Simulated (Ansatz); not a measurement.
SnSe2 in Ansatz: the effect of functional

SnSe2:

```
CELL_PARAMETERS angstrom
3.73320 0.00000 0.00000
-1.86660 3.23305 0.00000
0.00000 0.00000 6.01074
ATOMIC_POSITIONS crystal
Sn 0.00000 0.00000 0.00000
Se 0.66667 0.33333 0.75100
Se 0.33333 0.66667 0.24900
```

The cell isn't the ideal one: volume scaled by 0.94.

Alike in all runs:

| Property | Result |
| --- | --- |
| Program | Ansatz 0.2.0 |
| Task | single point |
| Potentials or basis | Ansatz PAW |
| k mesh | 8 × 8 × 5 |
| Occupations | fermi-dirac, width 0.05 eV |
| Spin | no spin polarisation |

Task: One run gave: gap on the mesh 1.19 eV; pressure 9.4 GPa; largest force 1.20 eV/Å. Which functional did it use?
A. PBE
B. r2SCAN
C. LDA

Result: B.

| functional | cutoff | gap on the mesh (eV) | pressure (GPa) | largest force (eV/Å) |
| --- | --- | --- | --- | --- |
| LDA | 420 eV (not typed: the program's choice for these potentials) | 0.75 | 6.0 | 1.13 |
| r2SCAN | 500 eV (not typed: the program's choice for these potentials) | 1.19 | 9.4 | 1.20 |
| PBE | 420 eV (not typed: the program's choice for these potentials) | 0.89 | 11.4 | 1.47 |

Caveats: odd divisions of the mesh miss points on the zone boundary, where band edges often lie, so the gap on the mesh can be too wide; spin-orbit coupling is left out, which moves the levels of the heavy elements; forces of over 1 eV/Å show positions far from the minimum, so gaps and moduli don't describe the material at rest; the PAW data sets come from PBE, with cores solved anew for the run's functional, which leaves a small shift of forces and pressure (some runs); this functional lacks dispersion, which binds the layers, so the pressure and a relaxed spacing across them are unreliable (some runs).

A k mesh can miss the band edges.
